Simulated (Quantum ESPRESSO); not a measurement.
## ZnS: zone-centre phonons and dielectric response under several settings

```
CELL_PARAMETERS angstrom
0.00000 2.70200 2.70200
2.70200 0.00000 2.70200
2.70200 2.70200 0.00000
ATOMIC_POSITIONS crystal
Zn 0.75000 0.75000 0.75000
S 0.00000 0.00000 0.00000
```

All runs used Quantum ESPRESSO 7.5; k mesh 6 × 6 × 6, shifted; relaxed cell; no spin polarisation; occupations smeared at first, fixed for the response.

```csv
level,potentials,cutoff (eV),volume (Å³/atom),pressure (GPa),lowest optical mode without the field (cm⁻¹),highest mode with the field (cm⁻¹),ε∞ (mean),ε0 (mean),Born charge of atom 1 (e)
PBE,SG15 PBE 1.2,952,?,0.0,?,?,?,?,?
LDA,GBRV 1.5 LDA,612,18.53,0.1,293,349,6.18,8.8,1.90
PBEsol,GBRV 1.5 PBEsol,612,19.15,0.0,281,340,6.08,9.0,1.94
```

What stands in the row left open?

Volume 20.19 Å³/atom; lowest optical mode without the field 262 cm⁻¹; highest mode with the field 329 cm⁻¹; ε∞ 5.96; ε0 9.4; Born charge of atom 1 2.03 e.
